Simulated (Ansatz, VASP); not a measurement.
Two plane-wave programs on C

```xyz
2
Lattice="0.0000 1.9339 1.5084 1.9339 0.0000 1.5084 1.9339 1.9339 0.0000" Properties=species:S:1:pos:R:3 pbc="T T T"
C     1.9339    1.9339    1.5084
C     2.9008    2.9008    2.2626
```

Alike in both runs: task single point; functional r2SCAN; k mesh 12 × 12 × 12; occupations gaussian, width 0.05 eV; no spin polarisation.

```csv
,VASP,Ansatz
version,VASP 6.6.1,Ansatz 0.2.0
potentials or method,"VASP PAW PBE potentials, release 64 (C)","scalar-relativistic, plane waves, PAW"
plane-wave cutoff (eV),520,500
valence electrons in the cell,8,8
```

VASP gave:

| Property | Result |
| --- | --- |
| gap on the k mesh at the Fermi level (eV) | none |
| pressure (GPa) | 2.5 |
| largest component of the traceless stress (GPa) | 117.62 |

Task: What did Ansatz give for the same quantities?

Result: gap on the k mesh at the Fermi level (eV): none; pressure (GPa): 1.5; largest component of the traceless stress (GPa): 117.84.

A gap of «none» marks a metal or a gap that the smearing closes.

Caveats: the PAW data sets were made with another functional, which shifts forces and pressure a little (VASP).
